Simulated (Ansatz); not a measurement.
PbS, DFT, PBE, all-electron PAW with datasets made for the crystal, scalar-relativistic (Ansatz 0.2.0), run on 1 thread of Arm Neoverse V2 on a shared host.

The cell is COD entry 9000001, as deposited and not checked against the literature; nothing was relaxed. The listed cell was then made from it by scaling, straining or moving an atom.

Command: `ansatz run input.yaml --threads 1 --pin off --max-ram 3072MiB --backend cpu --events-out ev --progress --plain --runs-dir out`

```yaml
crystal:
  lattice:
    - [0.0, 2.87605, 2.965]
    - [2.87605, 0.0, 2.965]
    - [2.87605, 2.87605, 0.0]
  atoms:
    - { symbol: Pb, position: [0.0, 0.0, 0.0] }
    - { symbol: S, position: [0.5, 0.5, 0.5] }
kpoints:
  mp_grid: { grid: [8, 8, 8] }
scf:
  occupations: { method: fermi_dirac, width: 0.01 }
hamiltonian:
  xc: pbe
  pseudopotentials: { kind: all_electron, datasets: crystal }
output:
  forces: true
  stress: true
  eigenvalues: true
  efg: { contact_densities: true }
```

How large is the problem that the program sets up?

59 irreducible k-points, 475 plane waves at Γ, 14 bands.

Estimate the wall time and the peak memory.

5.1 s of wall time for 7 SCF iterations, with a peak of 0.43 GiB. Times on shared machines scatter by tens of per cent.

And the same cell and mesh by PAW (frozen-core files), asked for forces, stress, eigenvalues, efg, on the same hardware?

3.7 s, peak memory 0.39 GiB.
